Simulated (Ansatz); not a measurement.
# BaS (Fm-3m), tetragonal deformation path

These are results of Ansatz, DFT r2SCAN, scalar-relativistic, plane waves, PAW, not measurements. The runs took a 500 eV cutoff, a Γ-centred 8×8×8 mesh and Gaussian smearing (0.05 eV). Spin–orbit coupling is left out, which matters for the heavy elements here. No spin polarisation. Energies are free energies at this smearing, counted from the undisturbed cell; pressure is positive in compression.

Reference structure (as given, not relaxed at this level; it stands at 0.8 GPa):

```
Ba S
1.0
     0.00000    3.19375    3.19375
     3.19375    0.00000    3.19375
     3.19375    3.19375    0.00000
Ba S
1 1
Direct
  0.00000 0.00000 0.00000
  0.50000 0.50000 0.50000
```

At fixed volume and fractional coordinates, lengths along (0.000, 0.000, 1.000) are scaled against those across it; ρ is that ratio over its starting value.

```tsv
ρ	ΔE (meV/atom)	pressure (GPa)	gap on the mesh (eV)
0.707	1238.4	19.2	0.00
0.780	536.2	9.7	1.11
0.850	198.7	4.4	1.84
1.000	0.0	0.8	2.55
1.200	?	4.4	?
1.300	346.3	?	?
1.414	600.2	13.0	1.74
```

Where the gap reads zero the k-mesh, chosen for the insulator, is on the coarse side.

Q: Give the withheld values.

A: ΔE (meV/atom) at ρ = 1.200: 171.7; gap on the mesh (eV) at ρ = 1.200: 2.38; pressure (GPa) at ρ = 1.300: 8.0; gap on the mesh (eV) at ρ = 1.300: 2.19.